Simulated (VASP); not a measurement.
## VASP 6.6.1 run: CdSe

INCAR

```
LWAVE = .FALSE.
ENCUT = 520
NBANDS = 16
LCHARG = .FALSE.
NSW = 0
SIGMA = 0.3
LASPH = .TRUE.
NELM = 120
LREAL = .FALSE.
ISIF = 2
ISMEAR = 1
GGA = PE
IBRION = -1
EDIFF = 1E-7
PREC = Accurate
```

KPOINTS

```
KPOINTS created by Atomic Simulation Environment
0
Gamma
8 8 8
0 0 0
```

POSCAR

```
Cd Se
 1.0000000000000000
     0.0000000000000000    3.0677809653998871    3.0677809653998871
     3.0677809653998871    0.0000000000000000    3.0677809653998871
     3.0677809653998871    3.0677809653998871    0.0000000000000000
 Cd  Se
   1   1
Cartesian
  0.0000000000000000  0.0000000000000000 -0.0000000000000000
  1.5338904826999433  1.5338904826999433  1.5338904826999433
```

The recommended PBE PAW datasets give the neutral cell 18 valence electrons.

Command

```
mpirun -np 1 vasp_std
```

OSZICAR

```
N       E                     dE             d eps       ncg     rms          rms(c)
DAV:   1     0.106326140817E+03    0.10633E+03   -0.87710E+03   952   0.100E+03
DAV:   2    -0.186208475787E+01   -0.10819E+03   -0.10242E+03  1176   0.248E+02
DAV:   3    -0.584926411305E+01   -0.39872E+01   -0.39819E+01  1072   0.493E+01
DAV:   4    -0.586631249179E+01   -0.17048E-01   -0.17048E-01  1208   0.325E+00
DAV:   5    -0.586642084989E+01   -0.10836E-03   -0.10836E-03  1080   0.224E-01    0.589E+00
DAV:   6    -0.550781953652E+01    0.35860E+00   -0.54789E-01  1368   0.868E+00    0.470E+00
DAV:   7    -0.548642650768E+01    0.21393E-01   -0.14099E-01  1080   0.249E+00    0.204E+00
DAV:   8    -0.548734883265E+01   -0.92232E-03   -0.13045E-02  1112   0.137E+00    0.246E-01
DAV:   9    -0.548754168384E+01   -0.19285E-03   -0.13837E-03  1096   0.472E-01    0.464E-02
DAV:  10    -0.548761041468E+01   -0.68731E-04   -0.15417E-04  1192   0.153E-01    0.434E-02
DAV:  11    -0.548766018367E+01   -0.49769E-04   -0.81692E-05  1128   0.569E-02    0.165E-02
DAV:  12    -0.548765993970E+01    0.24397E-06   -0.19163E-06  1072   0.165E-02    0.616E-03
DAV:  13    -0.548766056076E+01   -0.62106E-06   -0.17449E-06  1160   0.676E-03    0.293E-03
DAV:  14    -0.548766053815E+01    0.22613E-07   -0.59030E-08   888   0.192E-03
   1 F= -.54876605E+01 E0= -.54887899E+01  d E =0.338794E-02
```

Standard output (part)

```
POSCAR found type information on POSCAR CdSe
 POSCAR found :  2 types and       2 ions
 LDA part: xc-table for (Slater+PW92), standard interpolation
 POSCAR, INCAR and KPOINTS ok, starting setup
 WAVECAR not read
 entering main loop
```

From OUTCAR

```
k-points           NKPTS =     29   k-points in BZ     NKDIM =     29   number of bands    NBANDS=     16

   NELECT =      18.0000    total number of electrons

   dimension x,y,z NGX =    32 NGY =   32 NGZ =   32
   dimension x,y,z NGXF=    64 NGYF=   64 NGZF=   64

  energy-cutoff  :      520.00
  volume of cell :       57.74
      direct lattice vectors                 reciprocal lattice vectors
     0.000000000  3.067780965  3.067780965    -0.162984257  0.162984257  0.162984257
     3.067780965  0.000000000  3.067780965     0.162984257 -0.162984257  0.162984257
     3.067780965  3.067780965  0.000000000     0.162984257  0.162984257 -0.162984257

 k-points in reciprocal lattice and weights: KPOINTS created by Atomic Simulation Env
   0.00000000  0.00000000  0.00000000       0.002
   0.12500000  0.00000000  0.00000000       0.016
   0.25000000  0.00000000  0.00000000       0.016
   0.37500000  0.00000000  0.00000000       0.016
   0.50000000  0.00000000  0.00000000       0.008
   0.12500000  0.12500000  0.00000000       0.012
   0.25000000  0.12500000  0.00000000       0.047
   0.37500000  0.12500000  0.00000000       0.047
   ...

 E-fermi :   0.8281

 k-point     1 :       0.0000    0.0000    0.0000
  band No.  band energies     occupation
      1     -11.7127      2.00000
      2      -7.1121      2.00000
      3      -7.1121      2.00000
      4      -7.1121      2.00000
      5      -6.7651      2.00000
      6      -6.7651      2.00000
      7       0.7375      1.48626
      8       0.7375      1.48626
      9       0.7375      1.48626
     10       1.2925     -0.05094
     11       6.6713     -0.00000
     12       6.6713     -0.00000
     13       6.6713     -0.00000
     14      10.4186      0.00000
     15      11.7775      0.00000
     16      11.7775      0.00000

 k-point     2 :       0.1250    0.0000    0.0000
  band No.  band energies     occupation
      1     -11.6622      2.00000
      2      -7.0961      2.00000
      3      -7.0961      2.00000
      4      -7.0655      2.00000
      5      -6.7659      2.00000
      6      -6.7659      2.00000
      7      -0.4544      2.00000
      8       0.6184      1.91894
      9       0.6184      1.91894
     10       2.2901     -0.00000
     11       6.4556     -0.00000
     12       6.8674      0.00000
     13       6.8674      0.00000
     14      11.0296      0.00000
     15      11.0296      0.00000
     16      11.1418      0.00000

 k-point     3 :       0.2500    0.0000    0.0000
  band No.  band energies     occupation
      1     -11.5391      2.00000
      2      -7.0612      2.00000
      3      -7.0612      2.00000
      4      -6.9096      2.00000
      5      -6.7630      2.00000
      6      -6.7630      2.00000
      7      -1.8632      2.00000
      8       0.3552      2.04833
      9       0.3552      2.04833
     10       2.9884     -0.00000
     11       6.6646     -0.00000
     12       7.1757      0.00000
     13       7.1757      0.00000
     14      10.7864      0.00000
     15      10.7864      0.00000
     16      10.8310      0.00000

 ...

  Total        0.6056377      0.6056377      0.6056377      0.0000000      0.0000000      0.0000000
  in kB       16.8043017     16.8043017     16.8043017      0.0000000      0.0000000      0.0000000
  external PRESSURE =      16.8043017 kB  Pullay stress =       0.0000000 kB

 POSITION                                       TOTAL-FORCE (eV/Angst)
 -----------------------------------------------------------------------------------
      0.00000      0.00000      0.00000         0.000000     -0.000000      0.000000
      1.53389      1.53389      1.53389        -0.000000      0.000000     -0.000000
 -----------------------------------------------------------------------------------
    total drift:                               -0.000000     -0.000000     -0.000000

  FREE ENERGIE OF THE ION-ELECTRON SYSTEM (eV)
  ---------------------------------------------------
  free  energy   TOTEN  =        -5.4876605381 eV

  energy  without entropy=       -5.4910484804  energy(sigma->0) =       -5.48878985
```

It converged. Results: gap between bands v and c on the k mesh 0.55 eV; least direct gap on the k mesh 0.55 eV; pressure 1.7 GPa. Band v is the last that the valence electrons fill when counted band by band, and c is the next.

For comparison, a separate PBE run of the intended cell, on usual settings and not on those above, gives a gap of 0.55 eV on its mesh and a pressure of 1.7 GPa.

The run above took about 22 s on one core of a shared host (Intel Xeon Platinum 8488C) and held 0.18 GiB at most.
